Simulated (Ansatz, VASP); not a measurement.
## SrO in VASP and in Ansatz

```xyz
2
Lattice="0.0000 2.5663 2.5663 2.5663 0.0000 2.5663 2.5663 2.5663 0.0000" Properties=species:S:1:pos:R:3 pbc="T T T"
Sr    2.5663    2.5663    2.5663
O     0.0000    0.0000    0.0000
```

Alike in both runs: task single point; functional PBEsol; k mesh 9 × 9 × 9; occupations gaussian, width 0.05 eV; no spin polarisation.

```csv
,VASP,Ansatz
version,VASP 6.6.1,Ansatz 0.2.0
potentials or method,"VASP PAW PBE potentials, release 54 (Sr_sv, O)",Ansatz PAW
plane-wave cutoff (eV),520,420
valence electrons in the cell,16,16
```

VASP gave:

* gap on the k mesh at the Fermi level (eV): 3.21
* least direct gap on the mesh (eV): 3.30
* pressure (GPa): 0.1

Estimate Ansatz's values.

gap on the k mesh at the Fermi level (eV): 3.26; least direct gap on the mesh (eV): 3.34; pressure (GPa): -0.6.

With one functional, cell and mesh, what is left measures potentials, basis and numerics.

Caveats: the PAW data sets were made with another functional, which shifts forces and pressure a little (VASP); an odd mesh through Γ misses points on the zone boundary, where band edges often lie (VASP); odd divisions of the mesh miss points on the zone boundary, where band edges often lie, so the gap on the mesh can be too wide (Ansatz); the pressure holds a Pulay correction of +0.4 GPa for the finite cutoff (Ansatz); the PAW data sets come from PBE, with cores solved anew for the run's functional, which leaves a small shift of forces and pressure (Ansatz).
